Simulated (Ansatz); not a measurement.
**Structures of MoH$_{3}$: which is lowest?**

Plane-wave DFT in Ansatz with scalar-relativistic PAW potentials, cutoff 420 eV, Γ-centred meshes chosen by cell and gap, Gaussian smearing with energies taken to zero width. Every cell was relaxed (cell and atoms) in a run of its own, within the symmetry of its start. Functional: PBE.

Relaxed structures (starts from databases or built by putting these elements on another compound's sites):
A. I4/mmm, 4 atoms in the computed cell, a = 3.004 Å, c = 5.152 Å; sites (symmetry × multiplicity) H -4m2 × 4 + 4/mmm × 2, Mo 4/mmm × 2; start: built
B. R-3m, 8 atoms in the computed cell, a = 4.151 Å, c = 10.186 Å; sites (symmetry × multiplicity) H .m × 18, Mo 3m × 6; start: built
C. I-4m2, 8 atoms in the computed cell, a = 3.181 Å, c = 11.322 Å; sites (symmetry × multiplicity) H -4m2 × 2 + -4m2 × 2 + 2mm. × 4 + 2mm. × 4, Mo 2mm. × 4; start: built

Question: Rank them by energy. Could pressure change the order?

Answer:
| structure | group | E − E(lowest) (meV/atom) | V (Å³/atom) | gap on mesh (eV) |
| --- | --- | --- | --- | --- |
| C | I-4m2 | 0.0 | 7.16 | 0.00 |
| B | R-3m | 188 | 6.33 | 0.00 |
| A | I4/mmm | 264 | 5.81 | 0.00 |

C is lowest, 188 meV/atom under B. A is denser by 1.35 Å³/atom, so pressure favours it: ΔE/ΔV, with ΔE in eV and 1 eV/Å³ = 160.2 GPa, gives about 31 GPa for equal enthalpy if both cells were rigid; at such pressures compression changes ΔV much, so this is a scale only. Other structures may lie lower than all of these, and vibrations aren't counted.